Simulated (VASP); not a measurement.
The system is Ge.

```
Ge
1.0
     0.00000    2.82891    2.82891
     2.82891    0.00000    2.82891
     2.82891    2.82891    0.00000
Ge
2
Cartesian
  4.2434 4.2434 4.2434
  2.8289 2.8289 2.8289
```

| Property | Result |
| --- | --- |
| Program | VASP 6.6.1 |
| Task | relaxation of cell and atoms |
| Functional | PBE |
| Potentials or basis | VASP PAW PBE potentials, release 64 (Ge_d_GW) |
| Cutoff | 630 eV |
| k mesh | 8 × 8 × 8 |
| Occupations | fermi-dirac, width 0.05 eV |
| Spin | no spin polarisation |

At the start: pressure 3.4 GPa; volume 22.64 Å³/atom.

Task: Where does the relaxation end?

Result: Over 3 steps the energy falls by 13.1 meV/atom and the volume is 23.86 Å³/atom (+5.4 %); space group Fd-3m (No. 227, to 0.05 Å).

The path:
```csv
step,energy change (eV),largest force (eV/Å),pressure (GPa),volume (Å³)
1,0.0000,0.0000,3.38,45.28
2,-0.0240,0.0000,-1.16,48.48
3,-0.0263,0.0000,-0.03,47.73
```

Final structure:
```xyz
2
Lattice="0.0000 2.8790 2.8790 2.8790 0.0000 2.8790 2.8790 2.8790 0.0000" Properties=species:S:1:pos:R:3 pbc="T T T"
Ge    4.3185    4.3185    4.3185
Ge    2.8790    2.8790    2.8790
```

The cell as given is a measured one (22.64 Å³/atom); PBE puts the equilibrium volume +5.4 % from it, thermal expansion not counted.
